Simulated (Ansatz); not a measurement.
# HgTe: the cost of one run

Computed with Ansatz 0.2.0 (DFT PBE+D3(BJ), scalar-relativistic, plane waves, PAW, unless a step's input says otherwise).

5 further runs of the same task are left out: 2 that didn't finish, 3 set aside as unsound or not needed.

## (1) The system as given

Symmetry: Fm-3m, No. 225, cubic system. The conventional cell has a = 6.040 Å, b = 6.040 Å, c = 6.040 Å, α = 90.00°, β = 90.00°, γ = 90.00°. Hg (site symmetry m-3m) has 6 Te at 3.02 Å as nearest neighbours. Around Te (site symmetry m-3m) lie 6 Hg at 3.02 Å.

Structure file:

```cif
data_structure
_symmetry_space_group_name_H-M 'Fm-3m'
_symmetry_Int_Tables_number 225
_cell_length_a 6.0397
_cell_length_b 6.0397
_cell_length_c 6.0397
_cell_angle_alpha 90.000
_cell_angle_beta 90.000
_cell_angle_gamma 90.000
_cell_volume 220.31
loop_
_atom_site_label
_atom_site_type_symbol
_atom_site_symmetry_multiplicity
_atom_site_Wyckoff_symbol
_atom_site_fract_x
_atom_site_fract_y
_atom_site_fract_z
_atom_site_occupancy
Hg1 Hg 4 a 0.00000 0.00000 0.00000 1
Te1 Te 4 b 0.50000 0.00000 0.00000 1
```

This cell was relaxed beforehand with the same method: volume 27.54 Å³/atom, gap on the mesh none (metal).

## (2) Static run: bands, density of states and charges

Input file input.yaml:

```yaml
crystal:
  lattice:
    - [0.0, 3.0198426119, 3.0198426119]
    - [3.0198426119, 0.0, 3.0198426119]
    - [3.0198426119, 3.0198426119, 0.0]
  atoms:
    - { symbol: Hg, position: [0.0, 0.0, 0.0] }
    - { symbol: Te, position: [0.5, 0.5, 0.5] }
basis:
  ecutwfc: 420
kpoints:
  mp_grid: { grid: [12, 12, 12] }
  band_path:
    path:
      - [[0.0, 0.0, 0.0], [0.5, 0.0, 0.5], [0.625, 0.25, 0.625]]
      - [[0.375, 0.375, 0.75], [0.0, 0.0, 0.0], [0.5, 0.5, 0.5], [0.5, 0.25, 0.75], [0.5, 0.0, 0.5]]
    npoints: 14
hamiltonian:
  xc: pbe
  dispersion: d3bj
scf:
  occupations: { method: gaussian, width: 0.1 }
  n_extra_bands: 6
output:
  forces: true
  stress: true
  eigenvalues: true
  populations: true
  dos: { projected: true, de: 0.02, nscf_kmesh: { grid: [18, 18, 18] } }
  bader: true
  write_density: true
  write_potential: true
  elf: true
  volumetric_format: npy
```

Run with:

```sh
$ ansatz run input.yaml --threads 1 --pin off --max-ram 2560MiB --backend cpu --events-out ev --progress --plain --runs-dir out
```

Q: Estimate wall time and peak memory on 1 thread of Intel Xeon 6975P-C (Granite Rapids), shared host.

About 17 s, with a peak of 0.57 GiB.
